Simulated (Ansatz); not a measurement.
This Ansatz 0.2.0 run on Re needs a look.

The input input.yaml:

```yaml
crystal:
  lattice:
    - [0.0, 1.975, 1.975]
    - [1.975, 0.0, 1.975]
    - [1.975, 1.975, 0.0]
  atoms:
    - { symbol: Re, position: [0.0, 0.0, 0.0] }
kpoints:
  mp_grid: { grid: [10, 10, 10] }
scf:
  occupations: { method: gaussian, width: 0.1 }
  convergence: { dr2_threshold: 0.0 }
  max_iter: 75
hamiltonian:
  xc: r2scan
  dispersion: d3bj
  pseudopotentials: { kind: all_electron, lapw: { basis_error: 0.0005 } }
  hubbard:
    sites: [{ species: Re, l: d, u_eff: 2 }]
    double_counting: fll
    projectors: atomic
output: {}
phonons:
  method: fd
  supercell: [2, 2, 2]
  qpath:
    path:
      - [0.0, 0.0, 0.0]
      - [0.5, 0.0, 0.5]
      - [0.5, 0.25, 0.75]
      - [0.375, 0.375, 0.75]
      - [0.0, 0.0, 0.0]
      - [0.5, 0.5, 0.5]
    npoints: 8
```

Potentials or basis: all-electron LAPW, scalar-relativistic.

Run with:

```console
$ ansatz run input.yaml --threads 1 --pin off --max-ram 2560MiB --backend cpu --events-out ev --progress --plain --runs-dir out
```

Output:

```text
Error: invalid value for `scf.convergence.dr2_threshold`: must be finite and > 0; got 0 eV
```

**Question.** How did it end, and where is the flaw?

**Answer.** The program refused the input. The input holds a flaw that was put in on purpose: a threshold that can't be met (scf.convergence.dr2_threshold = 0).
